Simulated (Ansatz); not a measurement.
# C: convergence with LAPW's plane-wave cutoff

One table from this session's results is given with a row withheld; the runs are named, their logs left out.

Method: DFT, PBE, all-electron LAPW, scalar-relativistic, in Ansatz 0.2.0.

## The system as given

Symmetry: Fd-3m, No. 227, cubic system. The conventional cell has a = 3.567 Å, b = 3.567 Å, c = 3.567 Å, α = 90.00°, β = 90.00°, γ = 90.00°. Around C (site symmetry -43m) lie 4 C at 1.54 Å.

As a file:

```
C
1.0
     0.00000    1.78340    1.78340
     1.78340    0.00000    1.78340
     1.78340    1.78340    0.00000
C
2
Direct
  0.50000 0.50000 0.50000
  0.75000 0.75000 0.75000
```

The geometry is a database entry used as it stands. It may stem from high pressure or temperature, or be incomplete, so it serves as a test cell.

Atoms are numbered in the order of the input: C1, C2.

Set-up of the first run:

The input, input.yaml:

```yaml
crystal:
  lattice:
    - [0.0, 1.7834, 1.7834]
    - [1.7834, 0.0, 1.7834]
    - [1.7834, 1.7834, 0.0]
  atoms:
    - { symbol: C, position: [0.5, 0.5, 0.5] }
    - { symbol: C, position: [0.75, 0.75, 0.75] }
kpoints:
  mp_grid: { grid: [16, 16, 16] }
scf:
  occupations: { method: fermi_dirac, width: 0.03 }
hamiltonian:
  xc: pbe
  pseudopotentials: { kind: all_electron, lapw: { basis_error: 0.00025 } }
output:
  forces: true
  stress: true
  eigenvalues: true
basis:
  ecutwfc: 120
```

Among the steps run: With plane-wave cutoff typed as 120 eV; With plane-wave cutoff typed as 150 eV; With plane-wave cutoff typed as 220 eV; With plane-wave cutoff typed as 500 eV.

One table of the session follows, with a row left open; its other results are not shown here.

```
cutoff (eV)  pressure (GPa)  gap on the k mesh (eV)
        120            4.38                    3.73
        150               ?                       ?
        220            1.83                    4.11
        500            1.73                    4.14
```

Estimate the missing values for cutoff (eV) = 150.

Worked estimate for «pressure (GPa)». A straight line through the neighbours (120, 4.38) and (220, 1.83) gives 4.38 + (1.83 − 4.38) × (150 − 120) / (220 − 120) = 3.61; a parabola fitted to 3 rows on both sides gives 3.48.

As computed: pressure (GPa): 2.96; gap on the k mesh (eV): 4.22. In «pressure (GPa)» the line misses by +0.65 and the parabola by +0.52.

Energies are those extrapolated to zero smearing.

Caveats from the session: These are semilocal Kohn-Sham gaps, which aren't the measured quantity.
